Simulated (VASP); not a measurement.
Wanted: the native input for a VASP 6.6.1 run.

```
Task                   : single point
Functional             : PBE
Dispersion             : D3(BJ)
Potentials or basis    : VASP PAW PBE potentials, release 64 (Be, Se)
Cutoff                 : 520 eV
k mesh                 : 8 × 8 × 8
Occupations            : gaussian, width 0.02 eV
Spin                   : no spin polarisation
Dipole correction      : no
Further INCAR settings : ALGO = Normal; EDIFF = 1e-06; NBANDS = 11
```

The structure of BeSe lies in POSCAR:

```
BeSe
1.0
    0.0000000000      2.5541911253      2.5541911253
    2.5541911253      0.0000000000      2.5541911253
    2.5541911253      2.5541911253      0.0000000000
Be Se
1 1
Direct
    0.0000000000      0.0000000000      0.0000000000
    0.2500000000      0.2500000000      0.2500000000
```

The cell comes from a database or a generator and needn't be the stable form of this composition.

One way to write it, as run:

INCAR

```
SYSTEM = BeSe
  PREC = Accurate
  ENCUT = 520
  EDIFF = 1E-6
  ISMEAR = 0
  SIGMA = 0.02
  LREAL = .FALSE.
  LASPH = .TRUE.
  NELM = 100
  ALGO = Normal
  ISIF = 2
  LWAVE = .FALSE.
  LCHARG = .TRUE.
  GGA = PE
  IVDW = 12
  LELF = .TRUE.
  LVHAR = .TRUE.
  NBANDS = 11
```

KPOINTS

```
Automatic mesh
0
G
  8 8 8
  0 0 0
```

Potentials or basis: VASP PAW PBE potentials, release 64 (Be, Se).

Run with:

```console
$ cat potpaw_PBE.64/Be/POTCAR potpaw_PBE.64/Se/POTCAR > POTCAR
$ mpirun -np 1 vasp_std > vasp.out
```

It gave:

```yaml
Pressure: 0.2 GPa
Band_gap_on_the_k_mesh: 2.57 eV, indirect (least direct gap 4.52 eV)
Dispersion_energy_per_atom: -0.323 eV
```

It took 7.5 s on 1 thread of Intel(R) Xeon(R) Platinum 8488C (Sapphire Rapids), with other jobs on the host, peak memory 0.16 GiB.
